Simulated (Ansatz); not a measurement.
Stackings of close-packed layers of LiF (capitals for Li, lower case for the other element), each relaxed to a stress under 0.05 GPa; energies count from the stacking AcBaCb (Fm-3m).

These are results of DFT PBEsol, scalar-relativistic, plane waves, PAW (Ansatz), not measurements.

Cutoff 420 eV, Gaussian smearing of 0.02 eV, energies at zero smearing, symmetry of each start kept, no spin polarisation.

```
         start atoms k mesh excess energy (meV/atom) spacing of like layers (Å) a (Å) gap on the mesh (eV)
          AbAc      4   9×9×6                      43.6                       2.405  2.787                  8.92
          AcBc      4   9×9×6                     100.8                       2.504  2.782                  7.74
      AcBcAbCb      8   9×9×3                      51.1                       2.413  2.806                  8.43
  AcBaCbAbCaBc     12   9×9×2                      34.2                       2.381  2.815                  8.55
  AcBaCaBaCaBc     12   9×9×2                      67.8                       2.445  2.798                  8.13
AcBcAbCbAbCaBc     14   9×9×2                      58.3                       2.427  2.803                  8.25
```

An odd mesh misses points on the zone edge, so a gap read on it can be too wide.

Cost: 6 runs of about 3.5 core-minutes in all, on Intel Xeon Platinum 8375C (Ice Lake) (shared hosts).